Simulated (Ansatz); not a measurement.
**ZnO, one cell by several methods**

```yaml
crystal:
  lattice:
    - [3.24940, 0.00000, 0.00000]
    - [-1.62470, 2.81406, 0.00000]
    - [0.00000, 0.00000, 5.09972]
  atoms:
    - { symbol: Zn, position: [0.33333, 0.66667, 0.00000] }
    - { symbol: Zn, position: [0.66667, 0.33333, 0.50000] }
    - { symbol: O, position: [0.33333, 0.66667, 0.38210] }
    - { symbol: O, position: [0.66667, 0.33333, 0.88210] }
```

Atoms are numbered in the order listed.

Structure: COD 9004178, as refined from experiment and not relaxed. The listed cell was then made from it by scaling, straining or moving an atom.

Levels of theory: DFT, PBE, PAW with Ansatz's default frozen-core files, scalar-relativistic (Ansatz 0.2.0); DFT, PBE, all-electron LAPW, scalar-relativistic (Ansatz 0.2.0).

For PAW: a Γ-centred 11×11×6 k mesh, Fermi–Dirac smearing of 0.02 eV, cutoff 420 eV, no spin polarisation. LAPW targets a basis error of 0.5 meV/atom. The Ansatz runs share mesh, smearing and spin set-up. Plane-wave (PAW) pressures include the program's estimate of the Pulay term.

Stress and pressure are positive in compression.

PAW results:

```tsv
quantity	PAW
pressure (GPa)	8.14
stress xx (GPa)	6.41
stress zz (GPa)	11.60
force on Zn1, z (eV/Å)	-0.182
force on O3, z (eV/Å)	0.182
band gap (eV)	0.858
```

Problem. What does LAPW (all electrons) give for the same quantities?

Solution. 
| quantity | LAPW |
| --- | --- |
| pressure (GPa) | 8.04 |
| stress xx (GPa) | 6.32 |
| stress zz (GPa) | 11.50 |
| force on Zn1, z (eV/Å) | -0.181 |
| force on O3, z (eV/Å) | 0.181 |
| band gap (eV) | 0.875 |
